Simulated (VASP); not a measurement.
Input of a VASP 6.6.1 run:

Contents of INCAR:

```
ALGO = Normal
EDIFF = 1E-6
ENCUT = 520
ISIF = 2
ISMEAR = 0
LASPH = True
LCHARG = False
LREAL = False
LWAVE = False
NBANDS = 25
NELM = 100
PREC = Accurate
SIGMA = 0.02
```

KPOINTS

```
k-points
0
Gamma
  8 8 5
```

File POSCAR:

```
CuO
1.0
    2.3420000000     -1.7115000000      0.0000000000
    2.3420000000      1.7115000000      0.0000000000
   -0.8500605740      0.0000000000      5.0580666287
Cu O
2 2
Direct
    0.0000000000      0.5000000000      0.0000000000
    0.5000000000      0.0000000000      0.5000000000
    0.5816000000      0.4184000000      0.2500000000
    0.4184000000      0.5816000000      0.7500000000
```

Potentials or basis: VASP PAW LDA potentials, release 64 (Cu, O).

Command:

```bash
$ cat potpaw_LDA.64/Cu/POTCAR potpaw_LDA.64/O/POTCAR > POTCAR
$ mpirun -np 1 vasp_std > vasp.out
```

(1) Estimate the pressure.

(2) Predict the largest force.

(3) Predict the band gap on the k mesh.

Answers

(1) -8.8 GPa.

(2) 0.427 eV/Å.

(3) none (metal or under the smearing width).

Caveat: the run has no spin polarisation, though such a crystal can be magnetic; semilocal functionals often make such compounds metallic where correlation or magnetic order opens a gap, which also shifts bond lengths.
